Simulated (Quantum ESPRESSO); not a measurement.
## NaI: dielectric tensor with PBEsol

**Measured values to compare with.**

From a printed reference work, monograph, for a bulk crystal of NaI: high-frequency dielectric constant 3.01.

The system is NaI.

```
I Na
1.0
     0.00000    3.23640    3.23640
     3.23640    0.00000    3.23640
     3.23640    3.23640    0.00000
I Na
1 1
Direct
  0.50000 0.50000 0.50000
  0.00000 0.00000 0.00000
```

```json
{"Program": "Quantum ESPRESSO 7.5", "Task": "dielectric tensor", "Functional": "PBEsol", "Potentials or basis": "GBRV 1.5 PBEsol", "Cutoff": "612 eV", "Density cutoff": "4898 eV", "k mesh": "6 × 6 × 6, shifted", "Occupations": "fermi-dirac, width 0.05 eV", "Spin": "no spin polarisation", "Mixing beta": "0.5", "Most SCF iterations": "120", "SCF threshold": "4e-10 Ry"}
```

The pressure is -0.5 GPa and the electronic dielectric tensor (diagonal) is 3.42. The born charges (mean of the diagonal) is I -1.20; Na +1.20 e.

Levels at points of the mesh, in eV from the valence-band top:
| k point | band 5 | band 6 | band 7 | band 8 | band 9 | band 10 | band 11 | band 12 |
| --- | --- | --- | --- | --- | --- | --- | --- | --- |
| (0.08, 0.08, 0.08) | -11.02 | -0.21 | 0.00 | 0.00 | 3.79 | 7.67 | 7.97 | 7.97 |

Electronic dielectric tensor:
```
3.42 0.00 0.00
0.00 3.42 0.00
0.00 0.00 3.42
```

Born effective charge tensors (e):
atom 1, I
```
-1.20  0.00  0.00
 0.00 -1.20  0.00
 0.00  0.00 -1.20
```
atom 2, Na
```
1.20 0.00 0.00
0.00 1.20 0.00
0.00 0.00 1.20
```

It took 2.9 min on 1 thread of Intel(R) Xeon(R) Platinum 8488C (Sapphire Rapids), with other jobs on the host, peak memory 0.23 GiB.

Measured high-frequency dielectric constant of NaI: 3.01 (a printed reference work, monograph). This calculation gives 3.42 (+13.7 %).

The run has no spin-orbit coupling, so splittings on I are missing.
